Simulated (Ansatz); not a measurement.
# Where Ta_Al puts its levels in the gap of AlN (P6_3mc), part 2 of 2

Wanted: the transition levels of a substitutional impurity in AlN (P6_3mc), from a cell of 72 host atoms with 1 Al taken out and 1 Ta put in.

Ansatz; place-levels on r2SCAN runs: charge-transition levels and formation energies with image-charge correction and potential alignment at the atomic sites; PAW set soft_1.

So far: The structure; What was run first.

## 3. Placing the levels, r2SCAN

A charged cell interacts with its images and the background, and its potential has another zero than the host's. place-levels removes the first by a point-charge model, screened by the static dielectric constant since the ions have relaxed around the charge, and the second by comparing potentials at atoms far from the defect.

The host is a run of the defect-free crystal in the same cutoffs, grids and k-points, so that basis and sampling errors cancel in part in the differences. The host is run in a cell of 8 atoms on a matching mesh. Its band edges are searched through the zone by a band path, so the gap is smaller than, or equal to, that on the mesh. Chemical potentials are energies per atom of Al (fcc) and Ta (bcc), run with the same functional and cutoff.

File levels.point.yaml:

```yaml
host:
  run: host.point.run
states: [qm1_M1.point.run, q0.point.run, qp1_M1.point.run, qp2.point.run, q0_M2.point.run]
geometry_from:
  qm1_M1.point.run: qm1_M1.relax.run
  q0.point.run: q0.relax.run
  qp1_M1.point.run: qp1_M1.relax.run
  qp2.point.run: qp2.relax.run
  q0_M2.point.run: q0_M2.relax.run
  host.point.run: host.relax.run
chemical_potentials:
  Al:
    energy: -540.418346
    dataset: <sha256 of the dataset>
  Ta:
    energy: -9945.170238
    dataset: "<sha256 of the dataset>"
epsilon: [4.49, 4.49, 4.72]
static_epsilon: [8.15, 8.15, 9.65]
vertical:
  - { from: qm1_M1.point.run, to: qm1_M1.point_neutral.run }
  - { from: qp1_M1.point.run, to: qp1_M1.point_neutral.run }
  - { from: qp2.point.run, to: qp2.point_neutral.run }
```

Command:

```
> ansatz place-levels levels.point.yaml -- --threads 4 --pin off --max-ram 7536MiB
```

Output:

```text
[... repeated set-up lines and file paths are left out, and long positions are rounded to six places ...]
(+2/+1) 2.860 eV above the valence edge, 2.018 eV under the conduction edge
(+1/0) 3.537 eV above the valence edge, 1.341 eV under the conduction edge
(0/-1) 4.817 eV above the valence edge, 0.061 eV under the conduction edge
formation energy of charge +2: -1.634 eV with the Fermi level at the valence edge
formation energy of charge +1: +1.227 eV with the Fermi level at the valence edge
formation energy of charge 0: +4.763 eV with the Fermi level at the valence edge
formation energy of charge -1: +9.580 eV with the Fermi level at the valence edge
vertical -1 to 0: no energy, since no alignment is typed
  the change from vertical[0].from (qm1_M1.point.run) to vertical[0].to (qm1_M1.point_neutral.run): by its potential at epsilon [4.49, 4.49, 4.72] it stands at 0.404 0.471 0.451, with an rms radius of about 1.6 Å (1.2 0.9 0.6 Å across the planes of the cell's [...]
vertical +1 to 0: no energy, since no alignment is typed
  the change from vertical[1].from (qp1_M1.point.run) to vertical[1].to (qp1_M1.point_neutral.run): by its potential at epsilon [4.49, 4.49, 4.72] it stands at 0.473 0.535 0.507, with an rms radius of about 2.2 Å (1.3 1.2 1.3 Å across the planes of the cell's [...]
vertical +2 to 0: no energy, since no alignment is typed
  the change from vertical[2].from (qp2.point.run) to vertical[2].to (qp2.point_neutral.run): by its potential at epsilon [4.49, 4.49, 4.72] it stands at 0.467 0.533 0.519, with an rms radius of about 2.3 Å (1.3 1.3 1.4 Å across the planes of the cell's [...]
  edges by r2scan, gap 4.878 eV; the host is sampled to repeats of 18.64 Å
  the defect's cells are sampled to repeats of 18.64 Å, like sampling
  charge +2: -42845.7337 eV with its correction of +1.661 eV, at epsilon [8.15, 8.15, 9.65], aligned at sites: +0.3047 eV, mean over 33 atomic sites at or beyond 4.66 Å from the host's site at [0.4444, 0.5556, 0.4997] by the defect at [0.4444, 0.5556, [...]
  charge +1: -42835.9554 eV with its correction of +0.575 eV, at epsilon [8.15, 8.15, 9.65], aligned at sites: +0.3124 eV, mean over 33 atomic sites at or beyond 4.66 Å from the host's site at [0.4444, 0.5556, 0.4997] by the defect at [0.4444, 0.5556, [...]
  charge 0: +0.000 eV for its dipole among its images, +0.000 omitted
  charge -1: -42813.7652 eV with its correction of -0.081 eV, at epsilon [8.15, 8.15, 9.65], aligned at sites: +0.3440 eV, mean over 33 atomic sites at or beyond 4.66 Å from the host's site at [0.4444, 0.5556, 0.4997] by the defect at [0.4444, 0.5556, [...]
  charge 0: states[1] (q0.point.run) stands 0.503 eV higher, with a moment of 0.00 μB against 2.00
  of states[3] (qp2.point.run): it parts from the run that its charge is read beside by 2 carriers, of which the mean alone is read, by its potential at epsilon [4.49, 4.49, 4.72], taken for that of held ions (one typed too small widens it): that is narrow, [...]
  of states[2] (qp1_M1.point.run): its displacements don't fall off away from the defect: farther atoms stand 0.011 Å off the host's places. [...]
  of states[4] (q0_M2.point.run): its displacements don't fall off away from the defect: farther atoms stand 0.012 Å off the host's places. [...]
  of states[0] (qm1_M1.point.run): its displacements don't fall off away from the defect: farther atoms stand 0.016 Å off the host's places. [...]
  of states[1] (q0.point.run): its displacements don't fall off away from the defect: farther atoms stand 0.016 Å off the host's places. [...]
  of vertical[0].from (qm1_M1.point.run): its displacements don't fall off away from the defect: farther atoms stand 0.016 Å off the host's places. [...]
  of vertical[0].to (qm1_M1.point_neutral.run): its displacements don't fall off away from the defect: farther atoms stand 0.016 Å off the host's places. [...]
  of vertical[1].from (qp1_M1.point.run): its displacements don't fall off away from the defect: farther atoms stand 0.011 Å off the host's places. [...]
  of vertical[1].to (qp1_M1.point_neutral.run): its displacements don't fall off away from the defect: farther atoms stand 0.011 Å off the host's places. [...]
  of vertical[2].from (qp2.point.run): its displacements don't fall off away from the defect: farther atoms stand 0.012 Å off the host's places. [...]
  vertical[2].to (qp2.point_neutral.run): levels filled in part (TS 0.012 eV): its energy is of no whole electron's
  of vertical[2].to (qp2.point_neutral.run): its displacements don't fall off away from the defect: farther atoms stand 0.012 Å off the host's places. [...]
```

Elapsed: 0.46 s, on 4 threads of Arm Neoverse V2, shared host.

Levels between the charges placed, in eV above the valence top:

|  | gap (eV) | (+2/+1) | (+1/0) | (0/−1) |
| --- | --- | --- | --- | --- |
| r2SCAN | 4.88 | 2.86 | 3.54 | 4.82 |

Corrections by state:

| charge | moment (μB) | image terms and alignment (eV) | band filling (eV) | ε used | over the lowest of its charge, as the program ranks them, band filling apart (eV) |
| --- | --- | --- | --- | --- | --- |
| +2 | 0.0 | 1.661 | - | principal values (8.15, 8.15, 9.65) | 0.000 |
| +1 | 1.0 | 0.575 | - | principal values (8.15, 8.15, 9.65) | 0.000 |
| 0 | 2.0 | 0.000 | - | - | 0.000 |
| −1 | 1.0 | -0.081 | - | principal values (8.15, 8.15, 9.65) | 0.000 |
| 0 | 0.0 | 0.000 | - | - | 0.503 |

The charged structures listed were also run neutral, and place-levels reads from each pair, by the potential or the spins, how wide the charge is by which they differ; that can be the carrier of either run.

| charge | rms radius (Å) | spread where it is widest against the cell (Å) | wide from (Å) | reading |
| --- | --- | --- | --- | --- |
| +2 | 2.3 | 1.27 | 1.40 | narrow |
| +1 | 2.2 | 1.30 | 1.40 | narrow |
| −1 | 1.6 | 1.22 | 1.40 | narrow |

The neutral runs of these pairs need not share the spin of the lowest neutral state, and very wide values only mean spread over the cell.

From the program's caveats on the states, each cut to its opening words:

- charge +2: it parts from the run that its charge is read beside by 2 carriers, of which the mean alone is read, by its potential at epsilon [4.49, 4.49, 4.72], taken for [...]
- charge +2, 0 (2 μB): its displacements don't fall off away from the defect: farther atoms stand 0.012 Å off the host's places
- charge +1 (1 μB): its displacements don't fall off away from the defect: farther atoms stand 0.011 Å off the host's places
- charge +1 (1 μB), 0 (2 μB), −1 (1 μB): flagged: stability check not made
- charge −1 (1 μB), 0: its displacements don't fall off away from the defect: farther atoms stand 0.016 Å off the host's places

The host's formation energy from the elements is -1.627 eV per atom; it sets how far the chemical potentials can move.

Limit set by the element alone; other compounds of these elements are not counted. Chemical potentials from the elements' reference states: Al 0.00 eV, N -3.25 eV, Ta 0.00 eV. Formation energies (Al-rich), with the Fermi level at the valence top and at the conduction bottom (gap 4.88 eV):

| charge | at valence top (eV) | at conduction bottom (eV) | correction included (eV) |
| --- | --- | --- | --- |
| +2 | -1.63 | 8.12 | 1.66 |
| +1 | 1.23 | 6.10 | 0.58 |
| 0 | 4.76 | 4.76 | 0.00 |
| −1 | 9.58 | 4.70 | -0.08 |

```tsv
Fermi level (eV)	lowest formation energy (eV)
0.00	-1.63
0.44	-0.75
0.89	0.14
1.33	1.02
1.77	1.91
2.22	2.80
2.66	3.69
3.11	4.33
3.55	4.76
3.99	4.76
4.43	4.76
4.88	4.70
```

Limit set by the element alone; other compounds of these elements are not counted. Chemical potentials from the elements' reference states: N 0.00 eV, Al -3.25 eV, Ta 0.00 eV. Formation energy by charge state (N-rich; gap 4.88 eV):

| charge | at valence top (eV) | at conduction bottom (eV) | correction included (eV) |
| --- | --- | --- | --- |
| +2 | -4.89 | 4.87 | 1.66 |
| +1 | -2.03 | 2.85 | 0.58 |
| 0 | 1.51 | 1.51 | 0.00 |
| −1 | 6.33 | 1.45 | -0.08 |

```tsv
Fermi level (eV)	lowest formation energy (eV)
0.00	-4.89
0.44	-4.00
0.89	-3.12
1.33	-2.23
1.77	-1.34
2.22	-0.46
2.66	0.44
3.11	1.08
3.55	1.51
3.99	1.51
4.43	1.51
4.88	1.45
```

## 4. The same at the relaxations' own k-points

The relaxations' own energies give the levels at their sampling, for comparison.

File levels.relax_mesh.yaml:

```yaml
host:
  run: host.relax.run
states: [qm1_M1.relax.run, q0.relax.run, qp1_M1.relax.run, qp2.relax.run, q0_M2.relax.run]
chemical_potentials:
  Al:
    energy: -540.418346
    dataset: <sha256 of the dataset>
  Ta:
    energy: -9945.170238
    dataset: "<sha256 of the dataset>"
```

Command:

```
> ansatz place-levels levels.relax_mesh.yaml -- --threads 4 --pin off --max-ram 7536MiB
```

Output:

```text
(+2/+1) 2.865 eV above the valence edge, 2.020 eV under the conduction edge
(+1/0) 3.594 eV above the valence edge, 1.291 eV under the conduction edge
(0/-1) 4.821 eV above the valence edge, 0.064 eV under the conduction edge
formation energy of charge +2: -1.548 eV with the Fermi level at the valence edge
formation energy of charge +1: +1.317 eV with the Fermi level at the valence edge
formation energy of charge 0: +4.912 eV with the Fermi level at the valence edge
formation energy of charge -1: +9.733 eV with the Fermi level at the valence edge
  edges by r2scan, gap 4.886 eV; the host is sampled to repeats of 13.64 Å
[... the lines on each state left out ...]
```

Run time: 0.16 s. Hardware: 4 threads.

Levels between neighbouring charges, in eV above the valence top:

|  | gap (eV) | (+2/+1) | (+1/0) | (0/−1) |
| --- | --- | --- | --- | --- |
| one point at (¼, ¼, ¼) | 4.89 | 2.87 | 3.59 | 4.82 |
| a 2×2×2 shifted mesh | 4.88 | 2.86 | 3.54 | 4.82 |

Going from one point at (¼, ¼, ¼) to a 2×2×2 shifted mesh moves the levels that carry no band-filling term by up to 0.06 eV and formation energies against the elements by up to 0.15 eV.

## 5. Summary of results

* gap of the host: 4.88 eV (r2SCAN)
* level (plus 2/plus 1): 2.86 eV above the valence top
* level (plus 1/0): 3.54 eV above the valence top
* level (0/minus 1): 4.82 eV above the valence top
* lowest of the charges placed, just above the valence top (0.02 eV): +2
* lowest of the charges placed, just below the conduction bottom (0.02 eV): −1
* lowest formation energy at mid-gap of the charges run, Al-rich: 3.24 eV
* lowest formation energy at mid-gap of the charges run, N-rich: -0.01 eV

In words: Of the charges placed (−1, 0, +1 and +2), the lowest changes at 2.86 eV (+2/+1), 3.54 eV (+1/0) and 4.82 eV (0/−1) above the valence top, in a gap of 4.88 eV. (0/−1) lies nearer to a band edge than the share of the finite-size correction in it (0.08 eV), and that correction holds for a localised charge alone. (0/−1) lies 0.06 eV from a band edge, less than the doubt on such levels. Charges above +2 and below −1 were not placed, so these runs say nothing of levels that involve them. States placed: +2 at 0 μB; +1 at 1 μB; 0 at 2 μB and 0 μB; −1 at 1 μB. Other spin states or structures, where not listed, weren't placed. Corrections reach 1.7 eV, so the cell is small for these charges and their levels are rough. Ta is taken at its element; compounds, which aren't counted here, bound the chemical potentials and would shift these formation energies. Going from one point at (¼, ¼, ¼) to a 2×2×2 shifted mesh moves the levels that carry no band-filling term by up to 0.06 eV and formation energies against the elements by up to 0.15 eV. What this leaves open: r2SCAN makes the gap too small and tends to spread out bound carriers; where a gas molecule sets a chemical potential or the host's formation energy, its binding is uncorrected; spin–orbit coupling, which can matter with heavy atoms, is left out; force components of up to 0.16 eV/Å remain in a run at the final settings.

[Logs are printed without paths, hosts, clocks, repeated set-up lines and the standing remarks that a program may print on its own settings, such as how far it seeks lower states.]

[Hosts, paths, dates, database ids (printed as entryN), source tags and the programs' standing remarks are cut or masked in the printed files.]

[Where a table of states has a column of steps, it counts the stored structures, which are thinned; the runs took as many ionic steps or more.]

[A defect's name tells the site on which it was built; relaxed atoms can leave that site.]

[For some hosts the program warned that the k-mesh of the response run may be too coarse for force constants and the static dielectric constant; such warnings are not shown here.]
